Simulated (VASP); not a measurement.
ZnSe: work function with PBEsol

The system is ZnSe, a slab with vacuum.

```
Zn Se
1.0
     5.66760    0.00000    0.00000
     0.00000    4.00760    0.00000
     0.00000    0.00000   28.02280
Zn Se
7 7
Direct
  0.50000 0.50000 0.28548
  0.00000 0.00000 0.35699
  0.50000 0.50000 0.42849
  0.00000 0.00000 0.50000
  0.50000 0.50000 0.57151
  0.00000 0.00000 0.64301
  0.50000 0.50000 0.71452
  0.75000 0.00000 0.28548
  0.25000 0.50000 0.35699
  0.75000 0.00000 0.42849
  0.25000 0.50000 0.50000
  0.75000 0.00000 0.57151
  0.25000 0.50000 0.64301
  0.75000 0.00000 0.71452
```

```yaml
Program: VASP 6.6.1
Task: work function
Functional: PBEsol
Potentials_or_basis: VASP PAW PBE potentials, release 64 (Zn, Se)
Cutoff: 520 eV
k_mesh: 4 × 6 × 1
Occupations: gaussian, width 0.05 eV
Spin: no spin polarisation
Dipole_correction: yes
Further_INCAR_settings: ALGO = Fast; EDIFF = 1e-07
```

| Property | Result |
| --- | --- |
| Largest force | 1.560 eV/Å |
| Band gap on the k mesh | 1.03 eV, direct |
| Ionisation potential of the upper face | 5.22 eV |

Forces in eV/Å, atoms in the order of the input:
```
Zn   1.084  0.000  1.121
Zn  -0.236  0.000  0.019
Zn   0.165  0.000  0.056
Zn  -0.092  0.000  0.000
Zn   0.165  0.000 -0.056
Zn  -0.236  0.000 -0.019
Zn   1.084  0.000 -1.121
Se  -0.549  0.000 -0.812
Se  -0.382  0.000 -0.322
Se  -0.020  0.000  0.092
Se  -0.032  0.000  0.000
Se  -0.020  0.000 -0.092
Se  -0.382  0.000  0.322
Se  -0.549  0.000  0.812
```

Levels at points of the mesh, in eV from the valence-band top:
| k point | band 61 | band 62 | band 63 | band 64 | band 65 | band 66 |
| --- | --- | --- | --- | --- | --- | --- |
| (0.00, 0.00, 0.00) | -0.14 | -0.08 | 0.00 | 1.03 | 1.72 | 2.80 |
| (0.50, 0.00, 0.00) | -0.58 | -0.47 | -0.42 | 1.97 | 2.01 | 2.85 |
| (0.00, 0.50, 0.00) | -1.36 | -0.57 | -0.40 | 2.24 | 2.36 | 3.07 |
| (0.50, 0.50, 0.00) | -1.04 | -0.62 | -0.34 | 1.72 | 2.09 | 3.14 |

Run time: 6.7 min on 8 MPI ranks on AMD EPYC 7R43 64-Core Processor (Zen 3), with other jobs on the host, peak memory 0.8 GiB a rank.

Caveat: the PAW data sets were made with another functional, which shifts forces and pressure a little.
